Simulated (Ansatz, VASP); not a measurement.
# One calculation of ZnS, two programs

File INCAR:

```
SYSTEM = ZnS
PREC     = Accurate       ! precision mode
ENCUT    = 520            ! plane-wave cutoff, eV
EDIFF    = 1E-8           ! SCF threshold, eV
ISMEAR   = -1             ! smearing method
SIGMA    = 0.01           ! smearing width, eV
LREAL    = .False.        ! projectors in reciprocal space
LASPH    = .True.         ! aspherical terms in the spheres
NELM     = 60             ! most SCF steps
ALGO     = Normal         ! electronic algorithm
ISIF     = 2              ! what is computed and relaxed
LWAVE    = .False.        ! write WAVECAR
LCHARG   = .False.        ! write CHGCAR
GGA      = PE             ! functional
LEFG     = .True.       
NBANDS   = 16             ! bands
```

KPOINTS

```
regular mesh
0
Gamma
  8 8 8
  0 0 0
```

The input POSCAR:

```
ZnS
1.0
    0.0000000000      2.6956042803      2.6956042803
    2.6956042803      0.0000000000      2.6956042803
    2.6956042803      2.6956042803      0.0000000000
Zn S
1 1
Direct
    0.0000000000      0.0000000000      0.0000000000
    0.7500000000      0.7500000000      0.7500000000
```

Input for Ansatz:

```yaml
crystal:
  lattice:
    - [0.0, 2.6956042803, 2.6956042803]
    - [2.6956042803, 0.0, 2.6956042803]
    - [2.6956042803, 2.6956042803, 0.0]
  atoms:
    - { symbol: Zn, position: [0.0, 0.0, 0.0] }
    - { symbol: S, position: [0.75, 0.75, 0.75] }
kpoints:
  mp_grid: { grid: [8, 8, 8] }
scf:
  occupations: { method: fermi_dirac, width: 0.01 }
hamiltonian:
  xc: pbe
  pseudopotentials: { kind: all_electron, datasets: crystal }
output:
  forces: true
  stress: true
  eigenvalues: true
  efg: { contact_densities: true }
```

Change from the starting cell: volume scaled by 0.99, crystal datasets.

Alike in both runs: task electric field gradients; functional PBE; k mesh 8 × 8 × 8; occupations fermi-dirac, width 0.01 eV; no spin polarisation.

|  | VASP | Ansatz |
| --- | --- | --- |
| version | VASP 6.6.1 | Ansatz 0.2.0 |
| potentials or method | VASP PAW PBE potentials, release 64 (Zn, S) | all-electron PAW with datasets made for the crystal, scalar-relativistic |
| plane-wave cutoff (eV) | 520 | see its input |

VASP gave:

```
gap on the k mesh at the Fermi level (eV)                      : 2.15
pressure (GPa)                                                 : 2.3
Vzz of the field gradient on the site that differs most (V/Å²) : 0.0
```

Problem. Estimate Ansatz's values.

Solution. gap on the k mesh at the Fermi level (eV): 2.14; pressure (GPa): 2.2; Vzz of the field gradient on the site that differs most (V/Å²): 0.0.

Ansatz ran all-electron here, so the differences hold the error of VASP's frozen core and of both bases.
